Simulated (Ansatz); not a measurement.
# TiAl$_{2}$: how the free axis answers a strain

TiAl$_{2}$, Cmmm, a = 3.901 Å, b = 12.053 Å, c = 3.972 Å. The structure is a COD entry; whether it is the stable form wasn't checked. Ansatz: PBEsol, PAW, 420 eV, Γ-centred 10×4×10 mesh on 12 atoms, Gaussian smearing 0.10 eV; no spin polarisation. Series: uniaxial strain along a, with b, c and atoms relaxed; x is the strain in per cent. y is the change of c in per cent of 3.972 Å.

```tsv
x (%)	y (%)
-6.0	?
-4.0	1.39
-2.0	0.66
0.0	0.00
2.0	-0.60
4.0	-1.13
6.0	-1.63
```

Fit y = c1 x + c2 x² to the other rows, say what c1 measures, and predict the missing y.

Least squares on the rows shown. y = −0.3161 x + 0.007606 x². So −c1 = 0.316 is Poisson's ratio for this pair of axes. Along b the same runs (not shown) give 0.19. At x = -6.0 the fit asked for gives 2.17 %. The run gave 2.22 %, so the fit is 0.05 % too low, 1.3 % of the span of the series, against an rms of 0.007 % on the fitted rows. The row lies outside the fitted range. With a term in x³ added, a fit to the same known rows predicts 2.20 %, so most of the miss is curvature that the known rows already hold.